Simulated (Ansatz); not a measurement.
## ⁴³Ca fingerprints of the forms of CaB2H8

All values are calculated (Ansatz; DFT, r2SCAN, plane waves and PAW, scalar-relativistic, 500 eV cutoff), not measured. Q(⁴³Ca) = -40.80 mb, I = 7/2. The cells come from the Materials Project (computed, not necessarily observed phases), with the atoms as given. Forces reach 0.2 eV/Å in them. Spin–orbit coupling is left out.

(1) Rank the structures by their largest ⁴³Ca |C_Q|, smallest first.
A. Fdd2, 22 atoms in the cell run; Ca site: 12 H at 2.29–2.75 Å
B. Fddd, 22 atoms in the cell run; Ca site: 12 H at 2.32–2.60 Å
C. P4_2, 22 atoms in the cell run; Ca site: 10 H at 2.30–2.49 Å

## Answers

(1) B (0.872 MHz), A (1.24 MHz), C (1.50 MHz).
